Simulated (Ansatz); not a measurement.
# How Au stores the work of compression

Computed with DFT r2SCAN, scalar-relativistic, plane waves, PAW (Ansatz). (500 eV cutoff, 18×18×18 k-mesh, Gaussian smearing of 0.10 eV, no spin polarisation)

Starting point, cell and atoms relaxed:

```
CELL_PARAMETERS angstrom
-1.63769 1.63769 1.63769
1.63769 -1.63769 1.63769
1.63769 1.63769 -1.63769
ATOMIC_POSITIONS crystal
Au 0.00000 0.00000 0.00000
```

Cell and atoms were relaxed at each target pressure within the start's symmetry (Im-3m), at zero temperature; other phases can be more stable under pressure. H = E + PV with P the target; E is the free energy at the smearing used, whose derivative the pressure is, per atom and counted from zero pressure. The mesh named is that at zero pressure; some other pressures ran on another.

Spin–orbit coupling is left out, which can shift energies with elements as heavy as these.

```csv
P (GPa),V (Å³/atom),E − E0 (meV),H − H0 (meV)
0,17.569,0.0,0.0
1,17.454,0.3,109.3
4,17.144,5.1,433.1
12,16.469,38.1,1271.5
25,15.648,130.9,2572.6
50,14.551,382.9,4923.9
90,13.409,871.1,8403.6
```

Task: Thermodynamics gives dH/dP = V along a relaxed path. Integrate V over P by the trapezoid rule and compare with the computed enthalpies.

Result: With 1 eV/Å³ = 160.22 GPa, each step adds the mean volume times ΔP / 160.22:
```
P (GPa)  ∫V dP (meV) H − H0 (meV) difference (meV)
      1        109.3         109.3               0.0
      4        433.2         433.1               0.1
     12       1272.4        1271.5               0.8
     25       2575.4        2572.6               2.7
     50       4931.5        4923.9               7.6
     90       8421.8        8403.6              18.2
```

V(P) curves upward, so the trapezoid rule runs high; integrating a smooth curve through the same points (P as a polynomial of degree 4 in ln V) puts that excess at about 19.0 meV at 90 GPa, against the 18.2 meV found.

Task: At 90 GPa, how much of the enthalpy change is stored energy and how much is the PV term?

Result: E rises by 871 meV/atom and PV is 90 × 13.409 / 160.22 = 7532 meV/atom, so PV makes 90 % of ΔH. So between rival structures at high pressure a small difference in volume can outweigh the difference in energy: 1 % of this volume is worth 75.3 meV/atom at this pressure.

Task: What bulk modulus do the lowest pressures give?

Result: From the pressures that the runs reached, -1.01 GPa (17.685 Å³) and 0.99 GPa (17.454 Å³), B = −ΔP/Δln V = 2.00 / 0.0132 = 152 GPa, a mean over that range.

This bcc form isn't the element's structure at ambient conditions.